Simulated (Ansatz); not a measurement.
This AlN structure is the end of a relaxation. The cell was found from a structure generator's guess, not taken from experiment.

Computed with DFT PBE, scalar-relativistic, plane waves, PAW in Ansatz. Cutoff 420 eV, Γ-centred mesh, Gaussian smearing, no spin polarisation.

```cif
data_structure
_symmetry_space_group_name_H-M 'P 1'
_symmetry_Int_Tables_number 1
_cell_length_a 5.3291
_cell_length_b 5.3291
_cell_length_c 3.1218
_cell_angle_alpha 90.000
_cell_angle_beta 90.000
_cell_angle_gamma 90.000
_cell_volume 88.66
loop_
_atom_site_label
_atom_site_type_symbol
_atom_site_fract_x
_atom_site_fract_y
_atom_site_fract_z
_atom_site_occupancy
Al1 Al 0.67699 0.67699 0.00000 1
Al2 Al 0.17699 0.82301 0.50000 1
Al3 Al 0.82301 0.17699 0.50000 1
Al4 Al 0.32301 0.32301 0.00000 1
N1 N 0.81542 0.81542 0.50000 1
N2 N 0.18458 0.18458 0.50000 1
N3 N 0.68458 0.31542 0.00000 1
N4 N 0.31542 0.68458 0.00000 1
```

The zero of energy is the elements' standard structures at the same level (N₂ as a molecule); no fitted shifts are applied.

Task: What space group does it have?

Result: P4_2/mnm (No. 136). Conventional cell: a = 5.329 Å, c = 3.122 Å. Al has 4 N at 1.88–1.93 Å; N is surrounded by 4 Al at 1.88–1.93 Å.

Task: How far does it lie from the elements in energy?

Result: −1.338 eV/atom. A negative formation energy is needed for stability but isn't enough: competing phases decide.

Task: Is it a metal?

Result: No, the gap on the 4×4×8 mesh is 3.74 eV.

The last run used a 4×4×8 mesh (in the run's order of axes) for its 8-atom cell and Gaussian smearing of 0.02 eV. Kohn–Sham gaps at this level usually fall short of measured ones. A later test with randomly moved atoms came back to the same energy, though modes that don't fit the test's cell weren't probed.
